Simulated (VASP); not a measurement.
## N2: relaxation of the atoms with PBEsol

N2, in a box:

```xyz
2
Lattice="8.0000 0.0000 0.0000 0.0000 8.1000 0.0000 0.0000 0.0000 8.2000" Properties=species:S:1:pos:R:3 pbc="T T T"
N     4.0000    4.0500    3.5506
N     4.0000    4.0500    4.6494
```

```yaml
Program: VASP 6.6.1
Task: relaxation of the atoms
Functional: PBEsol
Potentials_or_basis: VASP PAW PBE potentials, release 64 (N)
Cutoff: 520 eV
k_mesh: 1 × 1 × 1
Occupations: fermi-dirac, width 0.05 eV
Spin: no spin polarisation
Further_INCAR_settings: ALGO = Fast; EDIFF = 1e-06; IBRION = 2; EDIFFG = -0.02; NSW = 40
```

* Energy gained by relaxing: 6.5 meV/atom
* Ionic steps: 4
* Largest force after relaxing: 0.010 eV/Å
* Gap between the frontier levels: 8.05 eV

Forces in eV/Å, atoms in the order of the input:
```
N    0.000  0.000  0.010
N    0.000  0.000 -0.010
```

Step by step:
```tsv
step	energy change (eV)	largest force (eV/Å)	pressure (GPa)
1	0.0000	2.0650	0.21
2	1.6686	14.1807	-1.86
3	-0.0129	0.1904	-0.04
4	-0.0131	0.0099	-0.02
```

Final structure:
```yaml
crystal:
  lattice:
    - [8.00000, 0.00000, 0.00000]
    - [0.00000, 8.10000, 0.00000]
    - [0.00000, 0.00000, 8.20000]
  atoms:
    - { symbol: N, position: [0.50000, 0.50000, 0.43221] }
    - { symbol: N, position: [0.50000, 0.50000, 0.56779] }
```

Levels at points of the mesh, in eV from the valence-band top:
```
           k point  band 2  band 3  band 4  band 5  band 6  band 7  band 8  band 9
(0.00, 0.00, 0.00)   -3.29   -1.42   -1.42    0.00    8.05    8.05    9.67   11.68
```

It took 69 s on 1 thread of Intel(R) Xeon(R) Platinum 8488C (Sapphire Rapids), on a shared host, peak memory 0.51 GiB.

Caveat: the standard files for N, O and F lose accuracy on very short bonds; the PAW data sets were made with another functional, which shifts forces and pressure a little. As with any semilocal functional, this PBEsol gap is likely too small.
